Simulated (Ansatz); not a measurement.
# Convergence of AlNi with the plane-wave cutoff

Computed with DFT PBEsol, scalar-relativistic, plane waves, PAW in Ansatz.

```cif
data_structure
_symmetry_space_group_name_H-M 'P 1'
_symmetry_Int_Tables_number 1
_cell_length_a 2.7313
_cell_length_b 2.7754
_cell_length_c 3.1754
_cell_angle_alpha 88.955
_cell_angle_beta 90.157
_cell_angle_gamma 90.661
_cell_volume 24.07
loop_
_atom_site_label
_atom_site_type_symbol
_atom_site_fract_x
_atom_site_fract_y
_atom_site_fract_z
_atom_site_occupancy
Al1 Al 0.99577 0.02035 0.99188 1
Ni1 Ni 0.50005 0.49469 0.49629 1
```

| Quantity | Value |
| --- | --- |
| Γ-centred k-mesh | 10×10×10 |
| occupation rule | Gaussian smearing, 0.1 eV |
| spin treatment | unpolarised |
| valence charge of the PAW sets | Al 3, Ni 18 |

The atoms stay fixed while the plane-wave cutoff is varied. ΔE is the energy extrapolated to zero smearing, less that of the reference run (600 eV). The cell was strained and its atoms displaced at random, so that forces don't vanish. Pressure is positive in compression and holds a correction for the finite cutoff (Pulay stress).

Times are rough; the reference took 34 s on 1 thread of Intel(R) Xeon(R) Platinum 8259CL CPU @ 2.50GHz (Skylake/Cascade Lake), with other jobs on the host, peak memory 0.65 GiB.

| cutoff (eV) | ΔE (meV/atom) | P (GPa) | largest change of a force component (eV/Å) | plane waves at Γ | wall time (s) |
| --- | --- | --- | --- | --- | --- |
| 200 | 7634 | 2.41 | 0.122 | 153 | 9.7 |
| 250 | 1298 | -0.63 | 0.081 | 213 | 14 |
| 300 | 170 | -1.81 | 0.003 | 277 | 12 |
| 350 | 13.7 | -2.93 | 0.003 | 367 | 14 |
| 420 | 1.01 | -3.11 | 0.000 | 487 | 16 |
| 600 | 0.00 | -3.12 | 0.000 | 813 | 34 |